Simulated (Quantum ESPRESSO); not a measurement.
Here is a Quantum ESPRESSO 7.5 calculation.

File pw.in:

```
&CONTROL
  calculation = 'scf'
  prefix = 'pwscf'
  outdir = './tmp'
  pseudo_dir = './pseudo'
  tprnfor = .true.
  tstress = .true.
  disk_io = 'low'
/
&SYSTEM
  ibrav = 0
  celldm(1) = 8
  nat = 4
  ntyp = 2
  ecutwfc = 68
  ecutrho = 544
  nbnd = 28
  occupations = 'smearing'
  smearing = 'fd'
  degauss = 0.00367493
/
&ELECTRONS
  conv_thr = 8d-10
  electron_maxstep = 120
  mixing_beta = 0.5
/
ATOMIC_SPECIES
Sn   118.7100 sn_pbe_v1.4.uspp.F.UPF
O     15.9990 o_pbe_v1.2.uspp.F.UPF
CELL_PARAMETERS alat
  0.9008549360743   0.0000000000000   0.0000000000000
  0.0000000000000   0.9008549360743   0.0000000000000
  0.0000000000000   0.0000000000000   1.1543659664739
ATOMIC_POSITIONS crystal
Sn     0.5000000000    0.0000000000    0.7646261400
Sn     0.0000000000    0.5000000000    0.2353738600
O      0.0000000000    0.0000000000    0.0000000000
O      0.5000000000    0.5000000000    0.0000000000
K_POINTS automatic
7 7 6 0 0 0
```

The input nscf.in:

```
&CONTROL
  calculation = 'nscf'
  prefix = 'pwscf'
  outdir = './tmp'
  pseudo_dir = './pseudo'
  disk_io = 'low'
/
&SYSTEM
  ibrav = 0
  celldm(1) = 8
  nat = 4
  ntyp = 2
  ecutwfc = 68
  ecutrho = 544
  nbnd = 36
  occupations = 'smearing'
  smearing = 'fd'
  degauss = 0.00367493
  nosym = .true.
  noinv = .true.
/
&ELECTRONS
  conv_thr = 1d-09
  electron_maxstep = 120
  mixing_beta = 0.5
  diago_full_acc = .true.
  startingwfc = 'random'
/
ATOMIC_SPECIES
Sn   118.7100 sn_pbe_v1.4.uspp.F.UPF
O     15.9990 o_pbe_v1.2.uspp.F.UPF
CELL_PARAMETERS alat
  0.9008549360743   0.0000000000000   0.0000000000000
  0.0000000000000   0.9008549360743   0.0000000000000
  0.0000000000000   0.0000000000000   1.1543659664739
ATOMIC_POSITIONS crystal
Sn     0.5000000000    0.0000000000    0.7646261400
Sn     0.0000000000    0.5000000000    0.2353738600
O      0.0000000000    0.0000000000    0.0000000000
O      0.5000000000    0.5000000000    0.0000000000
K_POINTS crystal
18
  0.00000000   0.00000000   0.00000000 5.55555556e-02
  0.00000000   0.00000000   0.50000000 5.55555556e-02
  0.00000000   0.33333333   0.00000000 5.55555556e-02
  0.00000000   0.33333333   0.50000000 5.55555556e-02
  0.00000000   0.66666667   0.00000000 5.55555556e-02
  0.00000000   0.66666667   0.50000000 5.55555556e-02
  0.33333333   0.00000000   0.00000000 5.55555556e-02
  0.33333333   0.00000000   0.50000000 5.55555556e-02
  0.33333333   0.33333333   0.00000000 5.55555556e-02
  0.33333333   0.33333333   0.50000000 5.55555556e-02
  0.33333333   0.66666667   0.00000000 5.55555556e-02
  0.33333333   0.66666667   0.50000000 5.55555556e-02
  0.66666667   0.00000000   0.00000000 5.55555556e-02
  0.66666667   0.00000000   0.50000000 5.55555556e-02
  0.66666667   0.33333333   0.00000000 5.55555556e-02
  0.66666667   0.33333333   0.50000000 5.55555556e-02
  0.66666667   0.66666667   0.00000000 5.55555556e-02
  0.66666667   0.66666667   0.50000000 5.55555556e-02
```

pw2wan.in

```
&INPUTPP
  prefix = 'pwscf'
  outdir = './tmp'
  seedname = 'w'
  write_mmn = .true.
  write_amn = .true.
/
```

File bands.in:

```
&CONTROL
  calculation = 'bands'
  prefix = 'pwscf'
  outdir = './tmp'
  pseudo_dir = './pseudo'
  disk_io = 'low'
/
&SYSTEM
  ibrav = 0
  celldm(1) = 8
  nat = 4
  ntyp = 2
  ecutwfc = 68
  ecutrho = 544
  nbnd = 36
  occupations = 'smearing'
  smearing = 'fd'
  degauss = 0.00367493
/
&ELECTRONS
  conv_thr = 1d-08
  electron_maxstep = 120
  mixing_beta = 0.5
  diago_full_acc = .true.
  startingwfc = 'random'
/
ATOMIC_SPECIES
Sn   118.7100 sn_pbe_v1.4.uspp.F.UPF
O     15.9990 o_pbe_v1.2.uspp.F.UPF
CELL_PARAMETERS alat
  0.9008549360743   0.0000000000000   0.0000000000000
  0.0000000000000   0.9008549360743   0.0000000000000
  0.0000000000000   0.0000000000000   1.1543659664739
ATOMIC_POSITIONS crystal
Sn     0.5000000000    0.0000000000    0.7646261400
Sn     0.0000000000    0.5000000000    0.2353738600
O      0.0000000000    0.0000000000    0.0000000000
O      0.5000000000    0.5000000000    0.0000000000
K_POINTS crystal
86
  0.00000000   0.00000000   0.00000000 1
  0.00000000   0.05555600   0.00000000 1
  0.00000000   0.11111100   0.00000000 1
  0.00000000   0.16666700   0.00000000 1
  0.00000000   0.22222200   0.00000000 1
  0.00000000   0.27777800   0.00000000 1
  0.00000000   0.33333300   0.00000000 1
  0.00000000   0.38888900   0.00000000 1
  0.00000000   0.44444400   0.00000000 1
  0.00000000   0.50000000   0.00000000 1
  0.05555600   0.50000000   0.00000000 1
  0.11111100   0.50000000   0.00000000 1
  0.16666700   0.50000000   0.00000000 1
  0.22222200   0.50000000   0.00000000 1
  0.27777800   0.50000000   0.00000000 1
  0.33333300   0.50000000   0.00000000 1
  0.38888900   0.50000000   0.00000000 1
  0.44444400   0.50000000   0.00000000 1
  0.50000000   0.50000000   0.00000000 1
  0.46153800   0.46153800   0.00000000 1
  0.42307700   0.42307700   0.00000000 1
  0.38461500   0.38461500   0.00000000 1
  0.34615400   0.34615400   0.00000000 1
  0.30769200   0.30769200   0.00000000 1
  0.26923100   0.26923100   0.00000000 1
  0.23076900   0.23076900   0.00000000 1
  0.19230800   0.19230800   0.00000000 1
  0.15384600   0.15384600   0.00000000 1
  0.11538500   0.11538500   0.00000000 1
  0.07692300   0.07692300   0.00000000 1
  0.03846200   0.03846200   0.00000000 1
  0.00000000   0.00000000   0.00000000 1
  0.00000000   0.00000000   0.07142900 1
  0.00000000   0.00000000   0.14285700 1
  0.00000000   0.00000000   0.21428600 1
  0.00000000   0.00000000   0.28571400 1
  0.00000000   0.00000000   0.35714300 1
  0.00000000   0.00000000   0.42857100 1
  0.00000000   0.00000000   0.50000000 1
  0.00000000   0.05555600   0.50000000 1
  0.00000000   0.11111100   0.50000000 1
  0.00000000   0.16666700   0.50000000 1
  0.00000000   0.22222200   0.50000000 1
  0.00000000   0.27777800   0.50000000 1
  0.00000000   0.33333300   0.50000000 1
  0.00000000   0.38888900   0.50000000 1
  0.00000000   0.44444400   0.50000000 1
  0.00000000   0.50000000   0.50000000 1
  0.05555600   0.50000000   0.50000000 1
  0.11111100   0.50000000   0.50000000 1
  0.16666700   0.50000000   0.50000000 1
  0.22222200   0.50000000   0.50000000 1
  0.27777800   0.50000000   0.50000000 1
  0.33333300   0.50000000   0.50000000 1
  0.38888900   0.50000000   0.50000000 1
  0.44444400   0.50000000   0.50000000 1
  0.50000000   0.50000000   0.50000000 1
  0.46153800   0.46153800   0.50000000 1
  0.42307700   0.42307700   0.50000000 1
  0.38461500   0.38461500   0.50000000 1
  0.34615400   0.34615400   0.50000000 1
  0.30769200   0.30769200   0.50000000 1
  0.26923100   0.26923100   0.50000000 1
  0.23076900   0.23076900   0.50000000 1
  0.19230800   0.19230800   0.50000000 1
  0.15384600   0.15384600   0.50000000 1
  0.11538500   0.11538500   0.50000000 1
  0.07692300   0.07692300   0.50000000 1
  0.03846200   0.03846200   0.50000000 1
  0.00000000   0.00000000   0.50000000 1
  0.00000000   0.50000000   0.00000000 1
  0.00000000   0.50000000   0.07142900 1
  0.00000000   0.50000000   0.14285700 1
  0.00000000   0.50000000   0.21428600 1
  0.00000000   0.50000000   0.28571400 1
  0.00000000   0.50000000   0.35714300 1
  0.00000000   0.50000000   0.42857100 1
  0.00000000   0.50000000   0.50000000 1
  0.50000000   0.50000000   0.00000000 1
  0.50000000   0.50000000   0.07142900 1
  0.50000000   0.50000000   0.14285700 1
  0.50000000   0.50000000   0.21428600 1
  0.50000000   0.50000000   0.28571400 1
  0.50000000   0.50000000   0.35714300 1
  0.50000000   0.50000000   0.42857100 1
  0.50000000   0.50000000   0.50000000 1
```

File w.win:

```
num_wann = 16
num_bands = 26
guiding_centres = true
dis_froz_max = 13.18
dis_num_iter = 600
dis_mix_ratio = 0.5
dis_conv_tol = 1.0d-9
num_iter = 0
search_shells = 100
kmesh_tol = 1.0d-4
conv_tol = 1.0d-8
conv_window = 4
num_print_cycles = 200
fermi_energy = 9.9915
bands_plot = true
write_hr = true
mp_grid = 3 3 2
exclude_bands = 1-10
begin projections
Sn: s;p
O: s;p
end projections
begin unit_cell_cart
ang
  3.8136952200   0.0000000000   0.0000000000
  0.0000000000   3.8136952200   0.0000000000
  0.0000000000   0.0000000000   4.8869133000
end unit_cell_cart
begin atoms_frac
Sn   0.5000000000   0.0000000000   0.7646261400
Sn   0.0000000000   0.5000000000   0.2353738600
O    0.0000000000   0.0000000000   0.0000000000
O    0.5000000000   0.5000000000   0.0000000000
end atoms_frac
begin kpoint_path
G   0.0000000000   0.0000000000   0.0000000000  X   0.0000000000   0.5000000000   0.0000000000
X   0.0000000000   0.5000000000   0.0000000000  M   0.5000000000   0.5000000000   0.0000000000
M   0.5000000000   0.5000000000   0.0000000000  G   0.0000000000   0.0000000000   0.0000000000
G   0.0000000000   0.0000000000   0.0000000000  Z   0.0000000000   0.0000000000   0.5000000000
Z   0.0000000000   0.0000000000   0.5000000000  R   0.0000000000   0.5000000000   0.5000000000
R   0.0000000000   0.5000000000   0.5000000000  A   0.5000000000   0.5000000000   0.5000000000
A   0.5000000000   0.5000000000   0.5000000000  Z   0.0000000000   0.0000000000   0.5000000000
X   0.0000000000   0.5000000000   0.0000000000  R   0.0000000000   0.5000000000   0.5000000000
M   0.5000000000   0.5000000000   0.0000000000  A   0.5000000000   0.5000000000   0.5000000000
end kpoint_path
bands_num_points = 9
begin kpoints
  0.00000000   0.00000000   0.00000000
  0.00000000   0.00000000   0.50000000
  0.00000000   0.33333333   0.00000000
  0.00000000   0.33333333   0.50000000
  0.00000000   0.66666667   0.00000000
  0.00000000   0.66666667   0.50000000
  0.33333333   0.00000000   0.00000000
  0.33333333   0.00000000   0.50000000
  0.33333333   0.33333333   0.00000000
  0.33333333   0.33333333   0.50000000
  0.33333333   0.66666667   0.00000000
  0.33333333   0.66666667   0.50000000
  0.66666667   0.00000000   0.00000000
  0.66666667   0.00000000   0.50000000
  0.66666667   0.33333333   0.00000000
  0.66666667   0.33333333   0.50000000
  0.66666667   0.66666667   0.00000000
  0.66666667   0.66666667   0.50000000
end kpoints
```

Potentials or basis: GBRV 1.5 PBE.

Run with:

```console
$ OMP_NUM_THREADS=1 pw.x -in pw.in > pw.out
$ OMP_NUM_THREADS=1 pw.x -in nscf.in > nscf.out
$ wannier90.x -pp w
$ OMP_NUM_THREADS=1 pw2wannier90.x -in pw2wan.in > pw2wan.out
$ wannier90.x w
$ OMP_NUM_THREADS=1 pw.x -in bands.in > bands.out
```

Problem. Predict the total Wannier spread.

Solution. 22.00 Å² over 16 functions.

Problem. Estimate the RMS miss of the Wannier bands.

Solution. 0.053 eV.

Problem. What does it give for the pressure?

Solution. 3.6 GPa.

Problem. Predict the band gap on the k mesh.

Solution. 0.39 eV, indirect (least direct gap 2.06 eV).

Problem. Estimate the largest force.

Solution. 0.410 eV/Å.

Wannier functions:
```csv
function,nearest atom,distance (Å),spread (Å²),on-site energy from the reference level (eV)
1,1 Sn,0.04,1.60,-3.51
2,1 Sn,0.03,2.05,2.86
3,1 Sn,0.29,2.16,3.22
4,1 Sn,0.29,2.16,3.22
5,2 Sn,0.04,1.60,-3.51
6,2 Sn,0.03,2.05,2.86
7,2 Sn,0.29,2.16,3.22
8,2 Sn,0.29,2.16,3.22
9,3 O,0.00,1.05,-18.38
10,3 O,0.00,0.69,-4.09
11,3 O,0.01,0.65,-4.14
12,3 O,0.01,0.65,-4.14
13,4 O,0.00,1.05,-18.38
14,4 O,0.00,0.69,-4.09
15,4 O,0.01,0.65,-4.14
16,4 O,0.01,0.65,-4.14
```

Caveat: spin-orbit coupling is left out, which moves the levels of the heavy elements; the mesh misses the band edges, which the band path finds closer together. A hybrid or GW would open this gap; PBE tends to underestimate it.
